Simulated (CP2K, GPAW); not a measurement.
A CP2K input for a self-consistent single point of GeTe (P1, 2 atoms in the cell) (DFT PBE, GPW, DZVP-MOLOPT-SR-GTH basis, GTH-PBE potentials (GTH_POTENTIALS)):

```
&GLOBAL
  PROJECT scf
  RUN_TYPE ENERGY_FORCE
  PRINT_LEVEL LOW
&END GLOBAL
&FORCE_EVAL
  METHOD Quickstep
  STRESS_TENSOR ANALYTICAL
  &DFT
    BASIS_SET_FILE_NAME BASIS_MOLOPT
    POTENTIAL_FILE_NAME GTH_POTENTIALS
    &QS
      METHOD GPW
      EPS_DEFAULT 1E-10
    &END QS
    &MGRID
      CUTOFF 400
      REL_CUTOFF 40
      NGRIDS 4
    &END MGRID
    &SCF
      SCF_GUESS ATOMIC
      EPS_SCF 1E-6
      MAX_SCF 100
      ADDED_MOS 4
      &DIAGONALIZATION
        ALGORITHM STANDARD
      &END DIAGONALIZATION
      &MIXING
        METHOD BROYDEN_MIXING
        ALPHA 0.4
        NBUFFER 10
        BETA 1.5
      &END MIXING
    &END SCF
    &KPOINTS
      SCHEME MONKHORST-PACK 10 10 10
      GAMMA_CENTERED T
    &END KPOINTS
    &XC
      &XC_FUNCTIONAL PBE
      &END XC_FUNCTIONAL
    &END XC
    &PRINT
      &MO
        EIGENVALUES T
        OCCUPATION_NUMBERS T
        NDIGITS 8
        FILENAME mo
        &EACH
          QS_SCF 0
        &END EACH
        ADD_LAST NUMERIC
      &END MO
      &MULLIKEN OFF
      &END MULLIKEN
    &END PRINT
  &END DFT
  &SUBSYS
    &CELL
      ABC 4.31824500 4.31824460 4.31824541
      ALPHA_BETA_GAMMA 56.81264567 56.81264279 56.81265162
      PERIODIC XYZ
    &END CELL
    &COORD
      SCALED
      Ge       0.99254600     0.99544700     0.98884600
      Te       0.52846100     0.52556000     0.53216100
    &END COORD
    &KIND Ge
      BASIS_SET DZVP-MOLOPT-SR-GTH
      POTENTIAL GTH-PBE-q4
    &END KIND
    &KIND Te
      BASIS_SET DZVP-MOLOPT-SR-GTH
      POTENTIAL GTH-PBE-q6
    &END KIND
  &END SUBSYS
  &PRINT
    &FORCES ON
    &END FORCES
    &STRESS_TENSOR ON
    &END STRESS_TENSOR
  &END PRINT
&END FORCE_EVAL
```

Question: Translate this input to GPAW.

Answer: This is the input that was run; spellings and numerical settings could be chosen otherwise.

```python
from ase import Atoms
from ase.units import GPa
from gpaw import GPAW

atoms = Atoms(['Ge', 'Te'],
              cell=[[2.054281, 1.186039, 3.608390],
                    [-2.054281, 1.186039, 3.608390],
                    [0.000000, -2.372080, 3.608390]],
              scaled_positions=[[0.992546, 0.995447, 0.988846],
                                [0.528461, 0.525560, 0.532161]],
              pbc=True)

calc = GPAW(mode={'name': 'pw', 'ecut': 550},
            xc='PBE',
            kpts={'size': (10, 10, 10), 'gamma': True},
            occupations={'name': 'fermi-dirac', 'width': 0.0},
            nbands=-8,
            convergence={'bands': -6},
            symmetry={'symmorphic': False, 'tolerance': 0.0005},
            maxiter=120)

atoms.calc = calc

energy = atoms.get_potential_energy()
print('Energy (eV):', round(energy, 6))
forces = atoms.get_forces()
print('Forces (eV/Ang):')
print(forces.round(5))
stress = atoms.get_stress()
print('Stress (GPa, Voigt):', (stress / GPa).round(4))
```

Basis, cutoffs, solver keys and any potentials are the target program's own. This input uses DFT PBE, plane waves, GPAW PAW datasets PBE (gpaw-data 1.0.1).

The starting cell comes from a database of computed structures (which also holds hypothetical and non-ambient phases and stackings), without a prior relaxation at this level. Its lattice was rescaled by a random factor within 2.5 % of one. For this run, on top of that: atoms moved at random.
